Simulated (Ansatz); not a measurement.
# AlN: the cost of one run

Method: DFT PBE, scalar-relativistic, plane waves, PAW, in Ansatz 0.2.0.

6 further runs of the same task are left out: 6 set aside as unsound or not needed.

## (1) The structure to begin with

The structure is cubic, space group F-43m (No. 216). Conventional cell: a = 4.403 Å, b = 4.403 Å, c = 4.403 Å, α = 90.00°, β = 90.00°, γ = 90.00°. Al (site symmetry -43m) has 4 N at 1.91 Å as nearest neighbours. N (site symmetry -43m) has 4 Al at 1.91 Å as nearest neighbours.

Structure file:

```xyz
2
Lattice="0.0000 2.2013 2.2013 2.2013 0.0000 2.2013 2.2013 2.2013 0.0000" Properties=species:S:1:pos:R:3 pbc="T T T"
Al    0.0000    0.0000    0.0000
N     3.3019    3.3019    3.3019
```

It goes back to an entry of the Materials Project, which need not be the stable form.

It is the result of an earlier relaxation at this level (volume 10.67 Å³/atom; gap on the mesh: 3.31 eV).

## (2) The scan

The energy is mapped over a normal mode and a strain (zone-centre modes of the cell shown).

First coordinate, amplitude of mode 4 (635 cm⁻¹), largest displacement in the unstrained cell: 11 values from −0.097 Å. Second coordinate, equal normal strain along x, y and z: 7 values from −2.50 %.

Nothing else is relaxed (the pattern is fixed in fractional coordinates). Energies count from the relaxed high-symmetry cell. Points are written as (first, second).

The modes come from a phonon run on the reference cell, made beforehand.

Displacement patterns for an amplitude of 1 (Å):

```
atom      x1     y1     z1
 Al1  -0.519  0.000  0.000
  N2   1.000  0.000  0.000
```

## (3) Grid point (−0.019 Å, −2.50 %)

input.yaml reads:

```yaml
crystal:
  lattice:
    - [0.0, 2.1462274258, 2.1462274258]
    - [2.1462274258, 0.0, 2.1462274258]
    - [2.1462274258, 2.1462274258, 0.0]
  atoms:
    - { symbol: Al, position: [-0.0022875944, 0.0022875944, 0.0022875944] }
    - { symbol: "N", position: [0.7544065694, 0.7455934306, 0.7455934306] }
basis:
  ecutwfc: 520.0
kpoints:
  mp_grid: { grid: [10, 10, 10] }
hamiltonian:
  xc: pbe
  pseudopotentials: { kind: paw, azcp: { folder: soft_1 } }
scf:
  occupations: { method: gaussian, width: 0.05 }
output:
  forces: true
  stress: true
  eigenvalues: true
```

Run with:

```console
> ansatz run input.yaml --threads 1 --pin off --max-ram 2048MiB --backend cpu --events-out ev --progress --plain --runs-dir out
```

**Question.** How long does this run take on 1 thread of Arm Neoverse N1, shared host, and how much memory does it need?

About 6.9 s, with a peak of 0.32 GiB.
